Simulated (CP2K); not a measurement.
Converging the k-point mesh: ZnTe (R3m, 2 atoms in the cell)

```
CELL_PARAMETERS angstrom
      4.30041     0.00000     0.00000
      2.15021     3.72426     0.00000
      2.15021     1.24142     3.51127
ATOMIC_POSITIONS crystal
  Zn 0.00475 0.00475 0.00475
  Te 0.25000 0.25000 0.25000
```

Method: PBE, GPW, DZVP-MOLOPT-SR-GTH basis, GTH-PBE potentials (GTH_POTENTIALS) (CP2K).

Base settings: CUTOFF = 600 Ry; REL_CUTOFF = 60 Ry; SMEAR/METHOD = FERMI_DIRAC; ELECTRONIC_TEMPERATURE = 580.23 K; KPOINTS/SCHEME = MONKHORST-PACK 3 3 3; XC_FUNCTIONAL = PBE; Zn/BASIS_SET = DZVP-MOLOPT-SR-GTH; Zn/POTENTIAL = GTH-PBE-q12; Te/BASIS_SET = DZVP-MOLOPT-SR-GTH; Te/POTENTIAL = GTH-PBE-q6.

Moved along: GAMMA_CENTERED.

The second cell is the first with its lattice scaled by 0.98.

Only quantities that move along the ladder and can be compared are tabulated.

The starting cell has typed, rounded lattice constants, without a prior relaxation at this level. Its lattice was rescaled by up to half a per cent. One atom was moved a little off its site on purpose. Spin-orbit coupling is off. Values carry the incompleteness of an atom-centred basis. In the base run, with a pressure of about 5 GPa the cell is away from its equilibrium volume at this level.

| KPOINTS/SCHEME | free energy less the last step's (meV/atom) | energy of the compressed cell less the first (meV/atom) | pressure (GPa) | gap on the mesh (eV) |
|---|---|---|---|---|
| MONKHORST-PACK 2 2 2 | 825.84 | 113.92 | 8.72 | 1.250 |
| MONKHORST-PACK 3 3 3 | 172.03 | 67.43 | 4.52 | 1.329 |
| MONKHORST-PACK 4 4 4 | 45.01 | 56.66 | 3.56 | 1.353 |
| MONKHORST-PACK 5 5 5 | 13.53 | 53.59 | 3.28 | 1.361 |
| MONKHORST-PACK 6 6 6 | 4.51 | 52.66 | 3.20 | 1.364 |
| MONKHORST-PACK 7 7 7 | 1.63 | 52.37 | 3.18 | 1.365 |
| MONKHORST-PACK 8 8 8 | 0.63 | 52.28 | 3.17 | 1.366 |
| MONKHORST-PACK 9 9 9 | 0.26 | 52.25 | 3.17 | 1.366 |
| MONKHORST-PACK 10 10 10 | 0.11 | 52.24 | 3.17 | 1.366 |
| MONKHORST-PACK 11 11 11 | 0.05 | 52.23 | 3.17 | 1.366 |
| MONKHORST-PACK 12 12 12 | 0.02 | 52.23 | 3.17 | 1.366 |
| MONKHORST-PACK 13 13 13 | 0.01 | 52.23 | 3.17 | 1.366 |
| MONKHORST-PACK 15 15 15 | 0.00 | 52.24 | 3.17 | 1.366 |

Coarsest KPOINTS/SCHEME that holds the pressure within 0.5 GPa of the last step, with all finer ones: MONKHORST-PACK 4 4 4; the step before is off by 1.4 GPa.

Coarsest KPOINTS/SCHEME that holds the energy of the compressed cell less the first within 1 meV/atom of the last step, with all finer ones: MONKHORST-PACK 6 6 6; the step before is off by 1.4 meV/atom.

Coarsest KPOINTS/SCHEME that holds the free energy within 1 meV/atom of the last step, with all finer ones: MONKHORST-PACK 8 8 8; the step before is off by 1.6 meV/atom.

The energy difference between the two cells stays within 1 meV/atom of the last step's from MONKHORST-PACK 6 6 6 on, the total only from MONKHORST-PACK 8 8 8 on: much of the error is common to both cells and cancels.
